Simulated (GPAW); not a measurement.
Ru:

```
Ru
1.0
     2.70580    0.00000    0.00000
    -1.35290    2.34329    0.00000
     0.00000    0.00000    4.28190
Ru
2
Direct
  0.66667 0.33333 0.75000
  0.33333 0.66667 0.25000
```

Base run:

- Program: GPAW 26.7.0
- Functional: PBE
- Potentials or basis: GPAW PAW data sets (gpaw-data 1.2.1), other valence
- Cutoff: 600 eV
- Basis: pw
- k mesh: 8 × 8 × 5
- Occupations: fermi-dirac, width 0.05 eV
- Spin: no spin polarisation

Its results: pressure 12.0 GPa.

Question: The run is repeated on the same cell with these changes: potentials or basis from GPAW PAW data sets (gpaw-data 1.2.1), other valence to GPAW PAW data sets (gpaw-data 1.2.1); spin from no spin polarisation to spin-orbit coupling, no magnetisation; valence electrons from 16 to 32. What comes out?

Answer: Pressure 3.2 GPa.

Caveats: spin-orbit coupling was added after a scalar SCF, so levels and gaps hold it while energy, forces, pressure and moments don't (some runs).
